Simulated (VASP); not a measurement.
Set up this calculation in VASP 6.6.1, as the native input.

- Task: single point
- Functional: PBE
- Potentials or basis: VASP PAW PBE potentials, release 64 (Al)
- Cutoff: 520 eV
- k mesh: 11 × 11 × 11
- Occupations: gaussian, width 0.025 eV
- Spin: no spin polarisation
- Further INCAR settings: ALGO = Fast; EDIFF = 1e-07; NBANDS = 8

The structure of Al lies in POSCAR:

```
Al
1.0
    0.0000000000      2.0248050000      2.0248050000
    2.0248050000      0.0000000000      2.0248050000
    2.0248050000      2.0248050000      0.0000000000
Al
1
Direct
    0.0000000000      0.0000000000      0.0000000000
```

The input as run:

INCAR

```
  ALGO = Fast
  EDIFF = 1E-7
  ENCUT = 520
  GGA = PE
  ISIF = 2
  ISMEAR = 0
  LASPH = T
  LCHARG = F
  LREAL = F
  LWAVE = F
  NBANDS = 8
  NELM = 60
  PREC = Accurate
  SIGMA = 0.025
```

KPOINTS

```
k-points
0
Gamma
  11 11 11
```

Potentials or basis: VASP PAW PBE potentials, release 64 (Al).

Command:

```bash
$ cat potpaw_PBE.64/Al/POTCAR > POTCAR
$ mpirun -np 1 vasp_std > vasp.out
```

It gave:

The pressure is -0.5 GPa. The band gap on the k mesh is none (metal or under the smearing width).

Run time: 18 s on 1 thread of AMD EPYC 7571, on a shared host, peak memory 0.1 GiB.
